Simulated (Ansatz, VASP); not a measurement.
## One calculation of GaSb, two programs

```xyz
2
Lattice="3.6122 0.0000 0.0000 0.0000 3.6122 0.0000 0.0000 0.0000 3.6122" Properties=species:S:1:pos:R:3 pbc="T T T"
Ga    0.0000    0.0000    0.0000
Sb    1.8061    1.8061    1.8061
```

Change from the starting cell: volume scaled by 1, PAW files.

Alike in both runs: task single point; functional PBE; k mesh 13 × 13 × 13; occupations fermi-dirac, width 0.1 eV; no spin polarisation.

```csv
,VASP,Ansatz
version,VASP 6.6.1,Ansatz 0.2.0
potentials or method,"VASP PAW PBE potentials, release 64 (Ga_d, Sb)","PAW with Ansatz's default frozen-core files, scalar-relativistic"
plane-wave cutoff (eV),520,420
valence electrons in the cell,18,28
```

```tsv
	VASP	Ansatz	Ansatz less VASP
pressure (GPa)	0.0	0.0	+0.03
```

The functional is the same, so the differences come from potentials, cutoffs and numerics. The two sets of potentials don't hold the same shells in valence.

The runs have no spin-orbit coupling, so splittings on Sb are missing.
